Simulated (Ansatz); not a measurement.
# SnS2: a two-dimensional strain map

Aim: for SnS2, strain the cell in the xy plane and along z independently.

Method: DFT PBE+D3(BJ), scalar-relativistic, plane waves, PAW, in Ansatz 0.2.0.

**1. The starting structure**

The structure is trigonal, space group P-3m1 (No. 164). The conventional cell has a = 3.598 Å, b = 3.598 Å, c = 5.494 Å, α = 90.00°, β = 90.00°, γ = 120.00°. Sn (site symmetry -3m) has 6 S at 2.53 Å as nearest neighbours. Around S (site symmetry 3m) lie 3 Sn at 2.53 Å.

Coordinates:

```
CELL_PARAMETERS angstrom
3.59830 0.00000 0.00000
-1.79915 3.11622 0.00000
0.00000 0.00000 5.49400
ATOMIC_POSITIONS crystal
Sn 0.00000 0.00000 0.00000
S 0.66667 0.33333 0.26390
S 0.33333 0.66667 0.73610
```

The cell is taken as given, not relaxed at this level.

**2. The scan: a two-dimensional strain map**

The cell is strained by p along both x and y and by q along z, with fractional coordinates fixed.

**3. Point p = -0.030, q = -0.030**

File input.yaml:

```yaml
crystal:
  lattice:
    - [3.4903513316, 0.0, 0.0]
    - [-1.7451756658, 3.0227329213, 0.0]
    - [0.0, 0.0, 5.32918]
  atoms:
    - { symbol: Sn, position: [0.0, 0.0, 0.0] }
    - { symbol: S, position: [0.6666666667, 0.3333333333, 0.2639] }
    - { symbol: S, position: [0.3333333333, 0.6666666667, 0.7361] }
basis:
  ecutwfc: 420
kpoints:
  mp_grid: { grid: [9, 9, 6] }
hamiltonian:
  xc: pbe
  dispersion: d3bj
scf:
  occupations: { method: gaussian, width: 0.05 }
output:
  forces: true
  stress: true
  eigenvalues: true
```

Command:

```console
> ansatz run input.yaml --threads 1 --pin off --max-ram 1228MiB --backend cpu --events-out ev --progress --plain --runs-dir out
```

The session goes on with these runs: At p = -0.030, q = 0.000; At p = -0.030, q = 0.030; point p = 0.000, q = -0.030; point p = 0.000, q = 0.030; At p = 0.030, q = -0.030; point p = 0.030, q = 0.000; At p = 0.030, q = 0.030; p = -0.030, q = -0.015; At p = -0.030, q = 0.015; At p = -0.015, q = -0.030; point p = -0.015, q = 0.000; At p = -0.015, q = 0.030.

Q: Predict the outcome of this session. Wanted: highest point; lowest point away from the origin.

**Answer**, as computed:

| quantity | value |
| --- | --- |
| highest point | 133.6 meV/atom at (p, q) = (-0.030, -0.030) |
| lowest point away from the origin | -22.3 meV/atom at (0.030, 0.030) |

Of the points run, the lowest is (0.030, 0.030), 22.3 meV/atom below the undisturbed cell, which was taken as given and not relaxed at this level. At |p| = |q| = 0.030, points where p and q have the same sign cost 55.7 meV/atom on average, those of opposite sign 19.9: stretching in the plane is cheaper with a contraction along z. The gap on the mesh runs from 0.80 to 1.38 eV over the map.
